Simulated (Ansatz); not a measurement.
TePb:

```xyz
2
Lattice="4.0023 0.0000 0.0000 0.0000 4.0023 0.0000 0.0000 0.0000 4.0023" Properties=species:S:1:pos:R:3 pbc="T T T"
Pb    0.0000    0.0000    0.0000
Te    2.0011    2.0011    2.0011
```

Measurements of this composition are mostly on another form, of space group No. 225.

Program: Ansatz 0.2.0. Alike in all runs: potentials or basis Ansatz PAW; cell as given. Hardware: 2 threads of Intel(R) Xeon(R) Processor @ 2.70GHz, on a shared host.

**Question.** Order these runs on this cell by their wall time, lowest first.
A. task band structure; level PBE; spin SOC, no magnetisation; k mesh 5 × 5 × 5; cutoff (eV) 420; smearing fermi-dirac 0.05 eV; points for each segment of the path 14; mesh quality not flagged
B. task band structure; level HSE03; spin off; k mesh 4 × 4 × 4; cutoff (eV) 420; smearing fermi-dirac 0.05 eV; points for each segment of the path 4; mesh quality coarse
C. task single point; level PBE; spin off; k mesh 7 × 7 × 7; cutoff (eV) 420; smearing gaussian 0.019 eV; mesh quality not flagged
D. task band structure; level BLYP; spin off; k mesh 7 × 7 × 7; cutoff (eV) 420; smearing fermi-dirac 0.05 eV; points for each segment of the path 14; mesh quality not flagged
E. task band structure; level r2SCAN; spin SOC, no magnetisation; k mesh 5 × 5 × 5; cutoff (eV) 500; smearing fermi-dirac 0.05 eV; points for each segment of the path 14; mesh quality not flagged

**Answer.** C (1.2 s), D (3.5 s), A (13 s), E (40 s), B (160 s).

Caveats: some runs use coarse meshes.
